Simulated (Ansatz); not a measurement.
# Si8O17: the cost of one run

All numbers below are computed with Ansatz 0.2.0 (DFT PBEsol, plane waves, PAW, scalar-relativistic, collinear spin).

**1. The system as given**

The cell holds 25 atoms (O17Si8): a = 5.889 Å, b = 5.327 Å, c = 15.757 Å, α = 90.00°, β = 90.00°, γ = 90.00°.

Coordinates:

```xyz
25
Lattice="5.8891 0.0000 0.0000 0.0000 5.3272 0.0000 0.0000 0.0000 15.7566" Properties=species:S:1:pos:R:3 pbc="T T T"
Si    0.0000    0.0000    1.0000
Si    2.9445    1.3318    1.0000
O     0.0000    0.0000    2.8121
O     1.1325    1.3318    1.0000
O     2.9445    0.0000    2.1325
O     4.7566    1.3318    1.0000
Si    2.9445    0.0000    3.9445
Si    0.0000    1.3318    3.9445
O     2.9445    0.0000    5.7566
O     4.0770    1.3318    3.9445
O     0.0000    0.0000    5.0770
O     1.8121    1.3318    3.9445
Si    0.0000    2.6636    1.0000
Si    2.9445    3.9954    1.0000
O     0.0000    2.6636    2.8121
O     1.1325    3.9954    1.0000
O     2.9445    2.6636    2.1325
O     4.7566    3.9954    1.0000
Si    2.9445    2.6636    3.9445
Si    0.0000    3.9954    3.9445
O     2.9445    2.6636    5.7566
O     4.0770    3.9954    3.9445
O     0.0000    2.6636    5.0770
O     1.8121    3.9954    3.9445
O     2.0418    3.5913    6.1666
```

**2. End point A**

Contents of input.yaml:

```yaml
crystal:
  lattice:
    - [5.889068, 0.0, 0.0]
    - [0.0, 5.3272, 0.0]
    - [0.0, 0.0, 15.7566]
  atoms:
    - { symbol: Si, position: [0.0, 0.0, 0.0634655] }
    - { symbol: Si, position: [0.5, 0.25, 0.0634655] }
    - { symbol: O, position: [0.0, 0.0, 0.1784691] }
    - { symbol: O, position: [0.1923, 0.25, 0.0634655] }
    - { symbol: O, position: [0.5, 0.0, 0.1353381] }
    - { symbol: O, position: [0.8077, 0.25, 0.0634655] }
    - { symbol: Si, position: [0.5, 0.0, 0.2503417] }
    - { symbol: Si, position: [0.0, 0.25, 0.2503417] }
    - { symbol: O, position: [0.5, 0.0, 0.3653453] }
    - { symbol: O, position: [0.6923, 0.25, 0.2503417] }
    - { symbol: O, position: [0.0, 0.0, 0.3222143] }
    - { symbol: O, position: [0.3077, 0.25, 0.2503417] }
    - { symbol: Si, position: [0.0, 0.5, 0.0634655] }
    - { symbol: Si, position: [0.5, 0.75, 0.0634655] }
    - { symbol: O, position: [0.0, 0.5, 0.1784691] }
    - { symbol: O, position: [0.1923, 0.75, 0.0634655] }
    - { symbol: O, position: [0.5, 0.5, 0.1353381] }
    - { symbol: O, position: [0.8077, 0.75, 0.0634655] }
    - { symbol: Si, position: [0.5, 0.5, 0.2503417] }
    - { symbol: Si, position: [0.0, 0.75, 0.2503417] }
    - { symbol: O, position: [0.5, 0.5, 0.3653453] }
    - { symbol: O, position: [0.6923, 0.75, 0.2503417] }
    - { symbol: O, position: [0.0, 0.5, 0.3222143] }
    - { symbol: O, position: [0.3077, 0.75, 0.2503417] }
    - { symbol: O, position: [0.3467084, 0.6741458, 0.3913662], spin: 1.0 }
magnetization:
  spin_polarized: true
basis:
  ecutwfc: 420.0
kpoints:
  mp_grid: { grid: [2, 2, 1] }
hamiltonian:
  xc: pbesol
  pseudopotentials: { kind: paw, azcp: { folder: soft_1 } }
scf:
  occupations: { method: gaussian, width: 0.05 }
  lower_state_search: "off"
relax:
  f_tol: 0.03
  max_steps: 60
  adjacent_minimum: "off"
  constraints: [{ sites: [0, 1, 3, 5, 12, 13, 15, 17] }]
```

Command:

```sh
$ ansatz run input.yaml --threads 2 --pin off --max-ram 5120MiB --backend cpu --events-out ev --progress --plain --runs-dir out
```

What time and memory should one allow on 2 threads of Arm Neoverse V2, shared host?

About 2.3 min, with a peak of 0.97 GiB.
